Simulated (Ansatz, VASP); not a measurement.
**Ni: VASP beside Ansatz**

```
Ni
1.0
     0.00000    1.71232    1.71232
     1.71232    0.00000    1.71232
     1.71232    1.71232    0.00000
Ni
1
Direct
  0.00000 0.00000 0.00000
```

Alike in both runs: task single point; functional LDA; k mesh 22 × 22 × 22; occupations gaussian, width 0.05 eV; collinear spin.

|  | VASP | Ansatz |
| --- | --- | --- |
| version | VASP 6.6.1 | Ansatz 0.2.0 |
| potentials or method | VASP PAW LDA potentials, release 64 (Ni) | scalar-relativistic, plane waves, PAW |
| plane-wave cutoff (eV) | 520 | 420 |
| valence electrons in the cell | 10 | 18 |

Ansatz gave:

| Quantity | Value |
| --- | --- |
| gap on the k mesh at the Fermi level (eV) | none |
| pressure (GPa) | -0.1 |
| net moment per atom (μB) | 0.63 |
| size of the moment on the site where the two differ most (μB) | 0.66 |

Q: Which values does VASP return?

A: gap on the k mesh at the Fermi level (eV): none; pressure (GPa): -0.5; net moment per atom (μB): 0.57; size of the moment on the site where the two differ most (μB): 0.57.

Site moments also hang on the region over which each program counts them. A gap of «none» marks a metal or a gap that the smearing closes. The two sets of potentials don't hold the same shells in valence.
